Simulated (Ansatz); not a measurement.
TiO2, DFT, PBE, PAW with Ansatz's default frozen-core files, scalar-relativistic (Ansatz 0.2.0), run on 2 threads of Intel(R) Xeon(R) Platinum 8375C CPU @ 2.90GHz (Ice Lake) on a shared host.

The geometry is COD entry 9009086, unchecked; take it as a test cell. The listed cell was then made from it by scaling, straining or moving an atom.

Command: `ansatz run input.yaml --threads 2 --pin off --max-ram 6144MiB --backend cpu --events-out ev --progress --plain --runs-dir out`

```yaml
crystal:
  lattice:
    - [-1.8861705213, 1.8861705213, 4.7410901822]
    - [1.8861705213, -1.8861705213, 4.7410901822]
    - [1.8861705213, 1.8861705213, -4.7410901822]
  atoms:
    - { symbol: Ti, position: [0.0, 0.0, 0.0] }
    - { symbol: Ti, position: [0.75, 0.25, 0.5] }
    - { symbol: O, position: [0.2066, 0.2066, 0.0] }
    - { symbol: O, position: [0.9566, 0.4566, 0.5] }
    - { symbol: O, position: [0.5434, 0.0434, 0.5] }
    - { symbol: O, position: [0.7934, 0.7934, 0.0] }
kpoints:
  mp_grid: { grid: [13, 13, 13] }
scf:
  occupations: { method: fermi_dirac, width: 0.08 }
hamiltonian:
  xc: pbe
  pseudopotentials: { kind: paw }
output:
  forces: true
  stress: true
  eigenvalues: true
  efg: { contact_densities: true }
  write_density: true
  write_potential: true
  elf: true
  volumetric_format: npy
```

(1) How large is the problem that the program sets up?

(2) Estimate the wall time and the peak memory.

(3) And the same cell and mesh by all-electron PAW (datasets made for this crystal), asked for forces, stress, eigenvalues, efg, on the same hardware?

## Answers

(1) 196 irreducible k-points, 1299 plane waves at Γ, 30 bands.

(2) 17 s of wall time for 7 SCF iterations, with a peak of 0.65 GiB. Times on shared machines scatter by tens of per cent.

(3) 70 s, peak memory 1.9 GiB.
